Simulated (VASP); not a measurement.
# Yb (Im-3m) in VASP: reference runs, part 2 of 2

VASP 6.6.1. The steps go on from the part before.

## (3) Equation of state, PBE, collinear spin, ferromagnetic start, 38.24 Å³/atom (volume scaled by 0.96)

The input, INCAR:

```
PREC = Accurate
ENCUT = 520
EDIFF = 1E-7
ISMEAR = -1
SIGMA = 0.05
LREAL = False
LASPH = True
NELM = 150
ALGO = Normal
ISIF = 2
LWAVE = False
LCHARG = False
ISPIN = 2
MAGMOM = 1
LORBIT = 11
LMAXMIX = 6
GGA = PE
NBANDS = 22
```

The input, KPOINTS:

```
Automatic mesh
0
Gamma
  9 9 9
```

The input, POSCAR:

```
Yb
1.0
   -2.1224053409      2.1224053409      2.1224053409
    2.1224053409     -2.1224053409      2.1224053409
    2.1224053409      2.1224053409     -2.1224053409
Yb
1
Direct
    0.0000000000      0.0000000000      0.0000000000
```

Potentials or basis: VASP PAW PBE potentials, release 64 (Yb).

Run with:

```
$ cat potpaw_PBE.64/Yb/POTCAR > POTCAR
$ mpirun -np 1 vasp_std > vasp.out
```

It took 6.9 min on 1 thread of Intel Xeon Platinum 8488C (Sapphire Rapids), shared host; peak memory 0.21 GiB.

The run converged. Its results:

| Quantity | Value |
| --- | --- |
| Free energy | -3.5563 eV |
| Pressure | -1.7 GPa |
| Band gap on the k mesh | none (metal or under the smearing width) |
| Net moment | 0.00 μB per cell |
| Valence electrons inside the program's atomic spheres | Yb 22.07 |

Caveat: spin-orbit coupling is left out, which moves the levels of the heavy elements.

## (4) Equation of state, PBE, collinear spin, ferromagnetic start, 39.04 Å³/atom (volume scaled by 0.98)

The input, INCAR:

```
SYSTEM = Yb
ALGO = Normal
EDIFF = 1E-7
ENCUT = 520
GGA = PE
ISIF = 2
ISMEAR = -1
ISPIN = 2
LASPH = .True.
LCHARG = .False.
LMAXMIX = 6
LORBIT = 11
LREAL = .False.
LWAVE = .False.
MAGMOM = 1
NBANDS = 22
NELM = 100
PREC = Accurate
SIGMA = 0.05
```

The input, KPOINTS:

```
k-points
0
Gamma
  9 9 9
  0 0 0
```

The input, POSCAR:

```
Yb
1.0
   -2.1370430817      2.1370430817      2.1370430817
    2.1370430817     -2.1370430817      2.1370430817
    2.1370430817      2.1370430817     -2.1370430817
Yb
1
Direct
    0.0000000000      0.0000000000      0.0000000000
```

Run with:

```
$ cat potpaw_PBE.64/Yb/POTCAR > POTCAR
$ mpirun -np 1 vasp_std > vasp.out
```

Wall time 5.2 min (1 thread of Intel Xeon Platinum 8488C (Sapphire Rapids), shared host); peak memory 0.22 GiB.

It converged, with:

```yaml
Free_energy: -3.5463 eV
Pressure: -3.1 GPa
Band_gap_on_the_k_mesh: none (metal or under the smearing width)
Net_moment: 0.00 μB per cell
Valence_electrons_inside_the_program's_atomic_spheres: Yb 22.06
```

Caveat: spin-orbit coupling is left out, which moves the levels of the heavy elements.

## (5) Equation of state, PBE, collinear spin, ferromagnetic start, 40.63 Å³/atom (volume scaled by 1.02)

The input, INCAR:

```
SYSTEM = Yb
PREC     = Accurate       ! precision mode
ENCUT    = 520            ! plane-wave cutoff, eV
EDIFF    = 1E-7           ! SCF threshold, eV
ISMEAR   = -1             ! smearing method
SIGMA    = 0.05           ! smearing width, eV
LREAL    = .FALSE.        ! projectors in reciprocal space
LASPH    = .TRUE.         ! aspherical terms in the spheres
NELM     = 120            ! most SCF steps
ALGO     = Normal         ! electronic algorithm
ISIF     = 2              ! what is computed and relaxed
LWAVE    = .FALSE.        ! write WAVECAR
LCHARG   = .FALSE.        ! write CHGCAR
ISPIN    = 2              ! spin polarisation
MAGMOM   = 1              ! initial moments
LORBIT   = 11             ! projections on sites
LMAXMIX  = 6              ! l up to which the mixer works
GGA      = PE             ! functional
NBANDS   = 22             ! bands
```

The input, KPOINTS:

```
Automatic mesh
0
G
  9 9 9
  0 0 0
```

The input, POSCAR:

```
Yb
1.0
   -2.1657316470      2.1657316470      2.1657316470
    2.1657316470     -2.1657316470      2.1657316470
    2.1657316470      2.1657316470     -2.1657316470
Yb
1
Direct
    0.0000000000      0.0000000000      0.0000000000
```

Run with:

```
$ cat potpaw_PBE.64/Yb/POTCAR > POTCAR
$ mpirun -np 1 vasp_std > vasp.out
```

It took 5.3 min on 1 thread of Intel Xeon Platinum 8488C (Sapphire Rapids), shared host; peak memory 0.22 GiB.

It converged, with:

```yaml
Free_energy: -3.5227 eV
Pressure: -2.8 GPa
Band_gap_on_the_k_mesh: none (metal or under the smearing width)
Net_moment: 0.00 μB per cell
Valence_electrons_inside_the_program's_atomic_spheres: Yb 22.05
```

Caveat: spin-orbit coupling is left out, which moves the levels of the heavy elements.

## (6) Equation of state, PBE, collinear spin, ferromagnetic start, 41.43 Å³/atom (volume scaled by 1.04)

The input, INCAR:

```
PREC = Accurate ; ENCUT = 520
EDIFF = 1E-7 ; ISMEAR = -1
SIGMA = 0.05 ; LREAL = F
LASPH = T ; NELM = 150
ALGO = Normal ; ISIF = 2
LWAVE = F ; LCHARG = F
ISPIN = 2 ; MAGMOM = 1
LORBIT = 11 ; LMAXMIX = 6
GGA = PE ; NBANDS = 22
```

The input, KPOINTS:

```
Automatic mesh
0
Gamma
  9 9 9
```

The input, POSCAR:

```
Yb
1.0
   -2.1797952336      2.1797952336      2.1797952336
    2.1797952336     -2.1797952336      2.1797952336
    2.1797952336      2.1797952336     -2.1797952336
Yb
1
Direct
    0.0000000000      0.0000000000      0.0000000000
```

Potentials or basis: VASP PAW PBE potentials, release 64 (Yb).

Run with:

```
$ cat potpaw_PBE.64/Yb/POTCAR > POTCAR
$ mpirun -np 1 vasp_std > vasp.out
```

Wall time 5.3 min (1 thread of Intel Xeon Platinum 8488C (Sapphire Rapids), shared host); peak memory 0.21 GiB.

It converged, with:

```
Free energy                                           : -3.5094 eV
Pressure                                              : -4.1 GPa
Band gap on the k mesh                                : none (metal or under the smearing width)
Net moment                                            : 0.00 μB per cell
Valence electrons inside the program's atomic spheres : Yb 22.05
```

Caveat: spin-orbit coupling is left out, which moves the levels of the heavy elements.

## (7) Equation of state, PBE, collinear spin, ferromagnetic start, 42.23 Å³/atom (volume scaled by 1.06)

The input, INCAR:

```
PREC = Accurate
ENCUT = 520
EDIFF = 1E-7
ISMEAR = -1
SIGMA = 0.05
LREAL = False
LASPH = True
NELM = 120
ALGO = Normal
ISIF = 2
LWAVE = False
LCHARG = False
ISPIN = 2
MAGMOM = 1
LORBIT = 11
LMAXMIX = 6
GGA = PE
NBANDS = 22
```

The input, KPOINTS:

```
regular mesh
0
Gamma
  9 9 9
```

The input, POSCAR:

```
Yb
1.0
   -2.1936796540      2.1936796540      2.1936796540
    2.1936796540     -2.1936796540      2.1936796540
    2.1936796540      2.1936796540     -2.1936796540
Yb
1
Direct
    0.0000000000      0.0000000000      0.0000000000
```

Run with:

```
$ cat potpaw_PBE.64/Yb/POTCAR > POTCAR
$ mpirun -np 1 vasp_std > vasp.out
```

Run time: 3.3 min. Hardware: 1 thread of Intel Xeon Platinum 8488C (Sapphire Rapids), shared host; peak memory 0.23 GiB.

It converged, with:

```yaml
Free_energy: -3.4953 eV
Pressure: -2.8 GPa
Band_gap_on_the_k_mesh: none (metal or under the smearing width)
Net_moment: 0.00 μB per cell
Valence_electrons_inside_the_program's_atomic_spheres: Yb 22.04
```

Caveat: spin-orbit coupling is left out, which moves the levels of the heavy elements.

## (8) Equation of state, PBE, collinear spin, ferromagnetic start

Potentials or basis: VASP PAW PBE potentials, release 64 (Yb).

No new run: the results of the series are fitted here.

Results:

```
Equilibrium volume : 34.52 Å³/atom (rough: see the caveat)
Bulk modulus       : 23 GPa (rough)
```

Energy against volume, from the lowest point:
```csv
volume (Å³/atom),energy (meV/atom)
38.242,0.00
39.039,9.96
39.836,21.23
40.633,33.55
41.429,46.85
42.226,60.99
```

Caveat: the minimum lies outside the volumes run; spin-orbit coupling is left out, which moves the levels of the heavy elements. The state reached can hang on the start; a lower one may exist.

## (9) Single point, PBE, collinear spin, ferromagnetic start (cell strained at random at fixed volume)

The input, INCAR:

```
PREC     = Accurate       # precision mode
ENCUT    = 520            # plane-wave cutoff, eV
EDIFF    = 1E-7           # SCF threshold, eV
ISMEAR   = -1             # smearing method
SIGMA    = 0.05           # smearing width, eV
LREAL    = F              # projectors in reciprocal space
LASPH    = T              # aspherical terms in the spheres
NELM     = 150            # most SCF steps
ALGO     = Normal         # electronic algorithm
ISIF     = 2              # what is computed and relaxed
LWAVE    = F              # write WAVECAR
LCHARG   = T              # write CHGCAR
ISPIN    = 2              # spin polarisation
MAGMOM   = 1              # initial moments
LORBIT   = 11             # projections on sites
LMAXMIX  = 6              # l up to which the mixer works
GGA      = PE             # functional
LELF     = T              # ELF
LVHAR    = T            
NBANDS   = 22             # bands
```

KPOINTS is that of step 7.

The input, POSCAR:

```
Yb
1.0
   -2.0735160000      2.2226410000      2.1779870000
    2.1304990000     -2.1176140000      2.1299430000
    2.1041480000      2.1482470000     -2.0729600000
Yb
1
Direct
   -0.0141760000     -0.0047220000     -0.0165890000
```

Potentials or basis: VASP PAW PBE potentials, release 64 (Yb).

Run with:

```
$ cat potpaw_PBE.64/Yb/POTCAR > POTCAR
$ mpirun -np 1 vasp_std > vasp.out
```

OUTCAR:

```text
PREC = Accurate
   ENCUT = 520
   EDIFF = 1E-7
   ISMEAR = -1
   LREAL = F
   LASPH = T
   NELM = 150
   ISIF = 2
   ISPIN = 2
   LORBIT = 11
   GGA = PE

 ion  position               nearest neighbor table
   1  0.986  0.995  0.983-

  LATTYP: Found a triclinic cell.
 ALAT       =     6.0426702550
 B/A-ratio  =     0.6093972699
 C/A-ratio  =     0.9864211152
 COS(alpha) =     0.0001718480
 COS(beta)  =     0.5022505501
 COS(gamma) =     0.8109720669
[... 1418 lines left out ...]
  -------------------------------------------------------------------------------------
  Total       -0.6076987     -0.6328651     -0.6336388     -0.0500236     -0.2430503     -0.1307612
  in kB      -24.4413532    -25.4535321    -25.4846531     -2.0119264     -9.7753671     -5.2591516
  external PRESSURE =     -25.1265128 kB  Pullay stress =       0.0000000 kB

 VOLUME and BASIS-vectors are now :
 -----------------------------------------------------------------------------
  energy-cutoff  :      520.00
  volume of cell :       39.84
      direct lattice vectors                 reciprocal lattice vectors
    -2.073516000  2.222641000  2.177987000    -0.004667021  0.223370744  0.226746020
     2.130499000 -2.117614000  2.129943000     0.233114375 -0.007141596  0.229220647
     2.104148000  2.148247000 -2.072960000     0.234618913  0.227349966 -0.008646188

 POSITION                                       TOTAL-FORCE (eV/Angst)
 -----------------------------------------------------------------------------------
      2.14556      2.19613      2.22843         0.000000      0.000000     -0.000000
 -----------------------------------------------------------------------------------
    total drift:                                0.000008     -0.000044     -0.000092

  FREE ENERGIE OF THE ION-ELECTRON SYSTEM (eV)
  ---------------------------------------------------
  free  energy   TOTEN  =        -3.5269380238 eV

  energy  without entropy=       -3.5123039574  energy(sigma->0) =       -3.51962099

 total charge

# of ion       s       p       d       f       tot
--------------------------------------------------
    1        2.213   5.977   0.232  13.638  22.059

 magnetization (x)

# of ion       s       p       d       f       tot
--------------------------------------------------
    1        0.000   0.000  -0.000   0.000   0.000
```

OSZICAR:

```text
N       E                     dE             d eps       ncg     rms          rms(c)
DAV:   1     0.127452627024E+03    0.12745E+03   -0.78567E+03 45696   0.715E+03
DAV:   2     0.127241500498E+02   -0.11473E+03   -0.10945E+03 44764   0.719E+02
[... 13 lines left out ...]
DAV: 108    -0.352693703290E+01    0.59099E-05   -0.24742E-05 61818   0.374E-01    0.949E-02
DAV: 109    -0.352693798703E+01   -0.95413E-06   -0.66746E-06 56648   0.302E-01    0.673E-02
DAV: 110    -0.352693771034E+01    0.27669E-06   -0.23729E-06 56388   0.149E-01    0.518E-02
DAV: 111    -0.352693796234E+01   -0.25200E-06   -0.44001E-07 27568   0.757E-02    0.450E-02
DAV: 112    -0.352693810606E+01   -0.14372E-06   -0.80566E-07 44704   0.407E-02    0.375E-02
DAV: 113    -0.352693802378E+01    0.82287E-07   -0.10043E-07 22934   0.195E-02
   1 F= -.35269380E+01 E0= -.35196210E+01  d E =-.146341E-01  mag=     0.0002
```

stdout:

```text
POSCAR found type information on POSCAR Yb
 POSCAR found :  1 types and       1 ions
 scaLAPACK will be used
 LDA part: xc-table for (Slater+PW92), standard interpolation
 POSCAR, INCAR and KPOINTS ok, starting setup
 FFT: planning ... GRIDC
 FFT: planning ... GRID_SOFT
 FFT: planning ... GRID
 WAVECAR not read
 entering main loop
```

Wall time 86 min (1 thread of Intel Xeon Platinum 8488C (Sapphire Rapids), shared host); peak memory 0.66 GiB.

Results:

```yaml
Free_energy: -3.5269 eV
Pressure: -2.5 GPa
Band_gap_on_the_k_mesh: none (metal or under the smearing width)
Net_moment: 0.00 μB per cell
Valence_electrons_inside_the_program's_atomic_spheres: Yb 22.06
```

Stress tensor (GPa, compression positive):
```
-2.44 -0.20 -0.53
-0.20 -2.55 -0.98
-0.53 -0.98 -2.55
```

Caveat: spin-orbit coupling is left out, which moves the levels of the heavy elements. The state reached can hang on the start; a lower one may exist.

## (10) Summary

| task | cell | gap on the mesh (eV) | pressure (GPa) | moment (μB) |
| --- | --- | --- | --- | --- |
| single point | as given | none | -3.1 | 0.00 |
| equation of state | as given | - | - | - |
| single point | cell strained at random at fixed volume | none | -2.5 | 0.00 |

Alike in all rows: level PBE; potentials or basis VASP PAW PBE potentials, release 64 (Yb); spin collinear, ferromagnetic start; k mesh 9 × 9 × 9; cutoff (eV) 520; smearing fermi-dirac 0.05 eV.

Caveats: spin-orbit coupling is left out, which moves the levels of the heavy elements; the minimum lies outside the volumes run (some runs).

Total energies depend on the potentials used, so only differences within one code and one set of settings carry meaning.
